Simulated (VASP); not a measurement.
Input of a VASP 6.6.1 run:

File POSCAR:

```
Ru
1.0
    2.7058000000      0.0000000000      0.0000000000
   -1.3529000000      2.3432915376      0.0000000000
    0.0000000000      0.0000000000     18.4228500000
Ru
4
Direct
    0.3333330000      0.6666670000      0.3256825084
    0.6666670000      0.3333330000      0.4418941695
    0.3333330000      0.6666670000      0.5581058305
    0.6666670000      0.3333330000      0.6743174916
```

The input INCAR.step1:

```
PREC = Accurate
ENCUT = 520
ISMEAR = -1
SIGMA = 0.01
LREAL = F
LASPH = T
NELM = 100
LDIPOL = T
IDIPOL = 3
DIPOL = 0.5 0.5 0.500
NBANDS = 36
GGA = PE
ALGO = Normal
EDIFF = 1E-4
LWAVE = T
LCHARG = F
```

Contents of INCAR.step2:

```
PREC = Accurate
ENCUT = 520
EDIFF = 1E-6
ISMEAR = -1
SIGMA = 0.01
LREAL = F
LASPH = T
NELM = 100
ALGO = Normal
ISIF = 2
LWAVE = F
LCHARG = F
LDIPOL = T
IDIPOL = 3
DIPOL = 0.5 0.5 0.500
METAGGA = R2SCAN
LMIXTAU = T
NBANDS = 36
ISTART = 1
```

File KPOINTS:

```
Automatic mesh
0
Gamma
  8 8 1
```

Potentials or basis: VASP PAW PBE potentials, release 64 (Ru_pv).

Command:

```sh
$ cat potpaw_PBE.64/Ru_pv/POTCAR > POTCAR
$ cp INCAR.step1 INCAR
$ mpirun -np 1 vasp_std > vasp.out
$ cp INCAR.step2 INCAR
$ mpirun -np 1 vasp_std > vasp.out
```

(1) Estimate the band gap on the k mesh.

(2) Estimate the largest force.

Results:

(1) none (metal or under the smearing width).

(2) 0.841 eV/Å.

Caveat: the PAW data sets were made with another functional, which shifts forces and pressure a little.
